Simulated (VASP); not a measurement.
A run of VASP 6.6.1:

Contents of INCAR:

```
SYSTEM = GaP
ALGO     = Fast           ! electronic algorithm
EDIFF    = 1E-6           ! SCF threshold, eV
ENCUT    = 520            ! plane-wave cutoff, eV
GGA      = PE             ! functional
ISIF     = 2              ! what is computed and relaxed
ISMEAR   = 0              ! smearing method
LASPH    = .True.         ! aspherical terms in the spheres
LCHARG   = .False.        ! write CHGCAR
LREAL    = .False.        ! projectors in reciprocal space
LWAVE    = .False.        ! write WAVECAR
NBANDS   = 16             ! bands
NELM     = 100            ! most SCF steps
PREC     = Accurate       ! precision mode
SIGMA    = 0.01           ! smearing width, eV
```

KPOINTS

```
k-points
0
Gamma
  8 8 8
  0 0 0
```

File POSCAR:

```
GaP
1.0
    0.0000000000      2.7253992957      2.7253992957
    2.7253992957      0.0000000000      2.7253992957
    2.7253992957      2.7253992957      0.0000000000
Ga P
1 1
Direct
    0.0000000000      0.0000000000      0.0000000000
    0.2500000000      0.2500000000      0.2500000000
```

Potentials or basis: VASP PAW PBE potentials, release 64 (Ga_d, P).

Run with:

```console
$ cat potpaw_PBE.64/Ga_d/POTCAR potpaw_PBE.64/P/POTCAR > POTCAR
$ mpirun -np 1 vasp_std > vasp.out
```

Hardware: 1 thread of Intel(R) Xeon(R) 6975P-C (Granite Rapids), with other jobs on the host.

How long does it take, and how much memory?

Wall time 12 s on 1 thread of Intel(R) Xeon(R) 6975P-C (Granite Rapids), on a shared host, peak memory 0.16 GiB. Counts: scf iterations 13, k points 29.
